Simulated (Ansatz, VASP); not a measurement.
One calculation of HfSi3, two programs

```
Hf Si
1.0
     2.81248    0.00000    0.00000
     0.00000    5.37375    0.00000
     0.00000    0.00000    4.70268
Hf Si
1 3
Direct
  0.50000 0.50000 0.00000
  0.50000 0.00000 0.00000
  0.50000 0.76619 0.50000
  0.50000 0.23381 0.50000
```

Alike in both runs: functional PBE; k mesh 6 × 4 × 4; occupations gaussian, width 0.1 eV; no spin polarisation.

Ansatz relaxed the structure, and its values are those at the end. VASP's run is a single point on that final structure, the one shown.

|  | VASP | Ansatz |
| --- | --- | --- |
| version | VASP 6.6.1 | Ansatz 0.2.0 |
| potentials or method | VASP PAW PBE potentials, release 64 (Hf_pv, Si) | scalar-relativistic, plane waves, PAW |
| plane-wave cutoff (eV) | 520 | 420 |
| valence electrons in the cell | 22 | 38 |

VASP gave:

| Quantity | Value |
| --- | --- |
| gap on the k mesh at the Fermi level (eV) | none |
| pressure (GPa) | -0.1 |
| rms of the force components (eV/Å) | 0.006 |

Task: What did Ansatz give for the same quantities?

Result: gap on the k mesh at the Fermi level (eV): none; pressure (GPa): -0.1; rms of the force components (eV/Å): 0.010.

A gap of «none» marks a metal or a gap that the smearing closes. The two sets of potentials don't hold the same shells in valence.

Caveats: the k mesh is coarse (spacing up to 0.37 Å⁻¹), so the values aren't converged. Spin-orbit coupling is left out, which matters for the levels of Hf.
